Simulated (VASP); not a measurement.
# Li (Im-3m) in VASP: single point with r2SCAN

Aim: the single point of Li with r2SCAN.

Everything below comes from runs of VASP 6.6.1. Logs are shortened: lines on timing, memory, paths and dates and some standing lists are left out, and cuts for length are marked.

## (1) Starting point

Symmetry: Im-3m, No. 229, cubic system. Conventional cell: a = 3.500 Å, b = 3.500 Å, c = 3.500 Å, α = 90.00°, β = 90.00°, γ = 90.00°. Around Li (site symmetry m-3m) lie 8 Li at 3.03 Å.

## (2) Single point, r2SCAN

The input, POSCAR:

```
Li
1.0
   -1.7500000000      1.7500000000      1.7500000000
    1.7500000000     -1.7500000000      1.7500000000
    1.7500000000      1.7500000000     -1.7500000000
Li
1
Direct
    0.0000000000      0.0000000000      0.0000000000
```

The input, INCAR.step1:

```
SYSTEM = Li
PREC = Accurate
ENCUT = 520
ISMEAR = -1
SIGMA = 0.08
LREAL = .FALSE.
LASPH = .TRUE.
NELM = 100
NBANDS = 8
GGA = PE
ALGO = Normal
EDIFF = 1E-4
LWAVE = .TRUE.
LCHARG = .FALSE.
```

The input, INCAR.step2:

```
SYSTEM = Li
PREC = Accurate
ENCUT = 520
EDIFF = 1E-6
ISMEAR = -1
SIGMA = 0.08
LREAL = .FALSE.
LASPH = .TRUE.
NELM = 100
ALGO = Normal
ISIF = 2
LWAVE = .FALSE.
LCHARG = .FALSE.
METAGGA = R2SCAN
LMIXTAU = .TRUE.
NBANDS = 8
ISTART = 1
```

The input, KPOINTS:

```
Automatic mesh
0
G
  15 15 15
  0 0 0
```

Potentials or basis: VASP PAW PBE potentials, release 64 (Li_sv).

Launch:

```sh
cat potpaw_PBE.64/Li_sv/POTCAR > POTCAR
cp INCAR.step1 INCAR
mpirun -np 1 vasp_std > vasp.out
cp INCAR.step2 INCAR
mpirun -np 1 vasp_std > vasp.out
```

OUTCAR:

```text
SYSTEM = Li
   PREC = Accurate
   ENCUT = 520
   EDIFF = 1E-6
   ISMEAR = -1
   LREAL = .FALSE.
   LASPH = .TRUE.
   NELM = 100
   ISIF = 2
   METAGGA = R2SCAN
   ISTART = 1

 ion  position               nearest neighbor table
   1  0.000  0.000  0.000-

  LATTYP: Found a body centered cubic cell.
 ALAT       =     3.5000000000

  Lattice vectors:

 A1 = (  -1.7500000000,   1.7500000000,   1.7500000000)
 A2 = (   1.7500000000,  -1.7500000000,   1.7500000000)
 A3 = (   1.7500000000,   1.7500000000,  -1.7500000000)

Analysis of symmetry for initial positions (statically):
=====================================================================
 Subroutine PRICEL returns:
 Original cell was already a primitive cell.

 Routine SETGRP: Setting up the symmetry group for a
 body centered cubic supercell.

 Subroutine GETGRP returns: Found 48 space group operations
 (whereof 48 operations were pure point group operations)
 out of a pool of 48 trial point group operations.

The static configuration has the point symmetry O_h .

Analysis of symmetry for dynamics (positions and initial velocities):
=====================================================================
 Subroutine PRICEL returns:
 Original cell was already a primitive cell.

 Routine SETGRP: Setting up the symmetry group for a
 body centered cubic supercell.

 Subroutine GETGRP returns: Found 48 space group operations
 (whereof 48 operations were pure point group operations)
 out of a pool of 48 trial point group operations.

The dynamic configuration has the point symmetry O_h .

 Subroutine INISYM returns: Found 48 space group operations
 (whereof 48 operations are pure point group operations),
 and found     1 'primitive' translations

----------------------------------------------------------------------------------------

                                     Primitive cell

  volume of cell :      21.4375

  direct lattice vectors                    reciprocal lattice vectors
    -1.750000000  1.750000000  1.750000000     0.000000000  0.285714286  0.285714286
     1.750000000 -1.750000000  1.750000000     0.285714286  0.000000000  0.285714286
     1.750000000  1.750000000 -1.750000000     0.285714286  0.285714286  0.000000000

  length of vectors
     3.031088913  3.031088913  3.031088913     0.404061018  0.404061018  0.404061018

  position of ions in fractional coordinates (direct lattice)
     0.000000000  0.000000000  0.000000000

  ion indices of the primitive-cell ions
   primitive index   ion index
                 1           1

----------------------------------------------------------------------------------------

 KPOINTS: Automatic mesh

Automatic generation of k-mesh.
 Grid dimensions read from file:
 generate k-points for:   15   15   15

 Generating k-lattice:

  Cartesian coordinates                     Fractional coordinates (reciprocal lattice)
     0.000000000  0.019047619  0.019047619     0.066666667  0.000000000  0.000000000
     0.019047619  0.000000000  0.019047619     0.000000000  0.066666667  0.000000000
     0.019047619  0.019047619  0.000000000     0.000000000  0.000000000  0.066666667

  Length of vectors
     0.026937401  0.026937401  0.026937401

  Shift w.r.t. Gamma in fractional coordinates (k-lattice)
     0.000000000  0.000000000  0.000000000

 Subroutine IBZKPT returns following result:
 ===========================================

 Found    120 irreducible k-points:

 Following reciprocal coordinates:
            Coordinates               Weight
  0.000000  0.000000  0.000000      1.000000
  0.066667  0.000000  0.000000     12.000000
  0.133333  0.000000  0.000000     12.000000
  0.200000  0.000000  0.000000     12.000000
  0.266667  0.000000  0.000000     12.000000
  0.333333  0.000000  0.000000     12.000000
[... 16 lines left out ...]
  0.333333  0.200000  0.000000     48.000000
  0.400000  0.200000  0.000000     24.000000
 [... further k-points ...]
   k-points           NKPTS =    120   k-points in BZ     NKDIM =    120   number of bands    NBANDS=      8
   number of dos      NEDOS =    301   number of ions     NIONS =      1
   total plane-waves  NPLWV =  13824
   dimension x,y,z NGX =    24 NGY =   24 NGZ =   24
   dimension x,y,z NGXF=    48 NGYF=   48 NGZF=   48
   ions per type =               1
   NGX,Y,Z   is equivalent  to a cutoff of  13.16, 13.16, 13.16 a.u.
   NGXF,Y,Z  is equivalent  to a cutoff of  26.33, 26.33, 26.33 a.u.
 SYSTEM =  Li
   PREC   = accura    normal or accurate (medium, high low for compatibility)
   ISTART =      1    job   : 0-new  1-cont  2-samecut
   ICHARG =      0    charge: 1-file 2-atom 10-const
   ISPIN  =      1    spin polarized calculation?
   LNONCOLLINEAR =      F non collinear calculations
   LSORBIT =      F    spin-orbit coupling
   LASPH  =      T    aspherical Exc in radial PAW
   ENCUT  =  520.0 eV  38.22 Ry    6.18 a.u.   5.64  5.64  5.64*2*pi/ulx,y,z
   NELM   =    100;   NELMIN=  2; NELMDL=  0     # of ELM steps
   EDIFF  = 0.1E-05   stopping-criterion for ELM
   LREAL  =      F    real-space projection
   EDIFFG = 0.1E-04   stopping-criterion for IOM
   NSW    =      0    number of steps for IOM
   IBRION =     -1    ionic relax: 0-MD 1-quasi-New 2-CG
   NFREE  =      0    steps in history (QN), initial steepest desc. (CG)
   ISIF   =      2    stress and relaxation
   ISYM   =      2    0-nonsym 1-usesym 2-fastsym
   POTIM  = 0.5000    time-step for ionic-motion
   TEBEG  =    0.0;   TEEND  =   0.0 temperature during run
   PSTRESS=    0.0 pullay stress
   NELECT =       3.0000    total number of electrons
   NUPDOWN=      -1.0000    fix difference up-down
   EMIN   =  10.00;   EMAX   =-10.00  energy-range for DOS
   EFERMI =   0.00;   METHOD = LEGACY
   ISMEAR =    -1;   SIGMA  =   0.08  broadening in eV -4-tet -1-fermi 0-gaus
   EFERMI_NEDOS =   21; number of points for ismear=-14 and -15
   IALGO  =     38    algorithm
   IMIX   =      4    mixing-type and parameters
     AMIX     =   0.40;   BMIX     =  1.00
     AMIX_MAG =   1.60;   BMIX_MAG =  1.00
  volume/ion in A,a.u.               =      21.44       144.67
  Fermi-wavevector in a.u.,A,eV,Ry     =   0.849944  1.606162  9.828924  0.722406
  Thomas-Fermi vector in A             =   1.965845
   LORBIT       =      0    0 simple, 1 ext, 2 COOP (PROOUT), +10 PAW based schemes
   METAGGA = R2SCAN    functional components
   LHFCALC =     F    Hartree Fock is set to
   AEXX    =    0.0000 exact exchange contribution
   IVDW    =     0    specifies the selected vdW correction
   LEPSILON=     F    determine dielectric tensor
   LRPA    =     F    only Hartree local field effects (RPA)
 non-spin polarized calculation
  energy-cutoff  :      520.00
  volume of cell :       21.44
 maximum number of plane-waves:       603
   NGX = 11   NGY = 11   NGZ = 11

 number of electron       2.9999990 magnetization

 Free energy of the ion-electron system (eV)
  ---------------------------------------------------
  ext. energy  EPLUGINS =         0.00000000
  ---------------------------------------------------
  free energy    TOTEN  =        -2.38551921 eV

  energy without entropy =       -2.37520772  energy(sigma->0) =       -2.38036347

 E-fermi :   0.5343     XC(G=0):  -7.3027

 val. band max:        0.4657748450   @ k =  -0.3333   0.3333   0.2667
 cond. band min:       0.5513036567   @ k =   0.2000   0.2000   0.1333
 fundamental gap:      0.0855288116
 Fermi energy:         0.5343473715

 k-point     1 :       0.0000    0.0000    0.0000
  band No.  band energies     occupation
      1     -47.7355      2.00000
      2      -3.2723      2.00000
      3      16.2212      0.00000
      4      16.2221      0.00000
      5      16.2221      0.00000
      6      20.3206      0.00000
      7      20.3206      0.00000
      8      20.3208      0.00000

 k-point     2 :       0.0667    0.0000    0.0000
  band No.  band energies     occupation
      1     -47.7347      2.00000
      2      -3.1825      2.00000
      3      15.5061      0.00000
      4      15.7073      0.00000
      5      16.0422      0.00000
      6      19.2450      0.00000
      7      19.2946      0.00000
      8      20.7317      0.00000

 k-point     3 :       0.1333    0.0000    0.0000
  band No.  band energies     occupation
      1     -47.7327      2.00000
      2      -2.9146      2.00000
      3      13.5922      0.00000
      4      14.7129      0.00000
      5      15.5421      0.00000
      6      17.9628      0.00000
      7      18.3472      0.00000
      8      20.4074      0.00000

 k-point     4 :       0.2000    0.0000    0.0000
  band No.  band energies     occupation
      1     -47.7297      2.00000
      2      -2.4678      2.00000
      3      11.2945      0.00000
      4      13.7275      0.00000
      5      14.8761      0.00000
      6      16.8133      0.00000
      7      18.0256      0.00000
      8      20.6051      0.00000

 k-point     5 :       0.2667    0.0000    0.0000
  band No.  band energies     occupation
      1     -47.7263      2.00000
      2      -1.8457      2.00000
      3       9.0561      0.00000
      4      12.8913      0.00000
      5      14.2143      0.00000
      6      15.8848      0.00000
      7      17.9658      0.00000
      8      21.1896      0.00000
[... 177 lines left out ...]
 k-point    22 :       0.2667    0.2000    0.0000
  band No.  band energies     occupation
      1     -47.7199      2.00000
      2       0.0116      1.99710
      3       6.1479      0.00000
      4       8.6937      0.00000
      5      12.2008      0.00000
      6      18.3627      0.00000
      7      19.4280      0.00000
      8      23.0645      0.00000

 k-point    23 :       0.3333    0.2000    0.0000
  band No.  band energies     occupation
      1     -47.7183      2.00000
      2       0.9699      0.00860
      3       4.6554      0.00000
      4       8.3016      0.00000
      5      11.9502      0.00000
      6      18.4022      0.00000
      7      20.0472      0.00000
      8      22.9685      0.00000

 k-point    24 :       0.4000    0.2000    0.0000
  band No.  band energies     occupation
      1     -47.7177      2.00000
      2       1.5598      0.00001
      3       3.8783      0.00000
      4       8.1784      0.00000
      5      11.8654      0.00000
      6      18.4004      0.00000
      7      20.4526      0.00000
      8      22.5312      0.00000

 [... further k-points ...]

------------------------ aborting loop because EDIFF is reached ----------------------------------------

  FORCE on cell =-STRESS in cart. coord.  units (eV):
  Direction    XX          YY          ZZ          XY          YZ          ZX
  --------------------------------------------------------------------------------------
  -------------------------------------------------------------------------------------
  Total       -0.0599929     -0.0599929     -0.0599929      0.0000000      0.0000000     -0.0000000
  in kB       -4.4837003     -4.4837003     -4.4837003      0.0000000      0.0000000     -0.0000000
  external PRESSURE =      -4.4837003 kB  Pullay stress =       0.0000000 kB

 VOLUME and BASIS-vectors are now :
 -----------------------------------------------------------------------------
  energy-cutoff  :      520.00
  volume of cell :       21.44
      direct lattice vectors                 reciprocal lattice vectors
    -1.750000000  1.750000000  1.750000000     0.000000000  0.285714286  0.285714286
     1.750000000 -1.750000000  1.750000000     0.285714286  0.000000000  0.285714286
     1.750000000  1.750000000 -1.750000000     0.285714286  0.285714286  0.000000000

 POSITION                                       TOTAL-FORCE (eV/Angst)
 -----------------------------------------------------------------------------------
      0.00000      0.00000      0.00000         0.000000     -0.000000      0.000000
 -----------------------------------------------------------------------------------
    total drift:                                0.000000      0.000000     -0.000000

  FREE ENERGIE OF THE ION-ELECTRON SYSTEM (eV)
  ---------------------------------------------------
  free  energy   TOTEN  =        -2.3855192132 eV

  energy  without entropy=       -2.3752077195  energy(sigma->0) =       -2.38036347
```

It took 23 s on 1 thread of Intel Xeon 6975P-C (Granite Rapids), shared host; peak memory 0.14 GiB.

What came out:

```
Free energy            : -2.3855 eV
Band gap on the k mesh : none (metal or under the smearing width)
```

Levels at points of the mesh, in eV from the Fermi level:
```csv
k point,band 1,band 2,band 3,band 4
"(0.00, 0.00, 0.00)",-48.27,-3.81,15.69,15.69
```

Caveat: the cutoff is under 1.25 times the usual one of these potentials, so pressure, stress and relaxed cells hold a basis-set (Pulay) error; the PAW data sets were made with another functional, which shifts forces and pressure a little.
